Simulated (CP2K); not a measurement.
The system is C.

```
C
1.0
     2.52210    0.00000    0.00000
    -1.26105    2.18420    0.00000
     0.00000    0.00000   12.35570
C
12
Direct
  0.66667 0.33333 0.35417
  0.33333 0.66667 0.85417
  0.66667 0.33333 0.14583
  0.33333 0.66667 0.64583
  0.66667 0.33333 0.47917
  0.33333 0.66667 0.97917
  0.66667 0.33333 0.02083
  0.33333 0.66667 0.52083
  0.00000 0.00000 0.81250
  0.00000 0.00000 0.31250
  0.00000 0.00000 0.68750
  0.00000 0.00000 0.18750
```

This is a hexagonal form of diamond, not graphite.

Base run:

| Item | Value |
| --- | --- |
| Program | CP2K 2026.2 |
| Functional | vdW-DF-cx |
| Potentials or basis | POTENTIAL_UZH C GTH-PBE-q4; DZVP-MOLOPT-PBE-GTH basis |
| Density cutoff | 9184 eV |
| k mesh | 9 × 9 × 2 |
| Occupations | fermi-dirac, width 0.05 eV |
| Spin | no spin polarisation |

Its results: band gap on the k mesh 4.74 eV, indirect (least direct gap 5.40 eV); pressure 2.1 GPa; largest force 0.329 eV/Å.

**Question.** After a change of settings the same cell gave: band gap on the k mesh 4.65 eV, indirect (least direct gap 5.35 eV); pressure 0.7 GPa; largest force 0.329 eV/Å. Which change was it?
A. functional from vdW-DF-cx to RPBE
B. functional from vdW-DF-cx to PBE
C. functional from vdW-DF-cx to TASK
D. functional from vdW-DF-cx to PBEsol

**Answer.** D.

Caveats: the potentials were made for another functional, which shifts forces and pressure; the basis of atomic orbitals isn't converged, which shifts pressures, moduli and gaps.
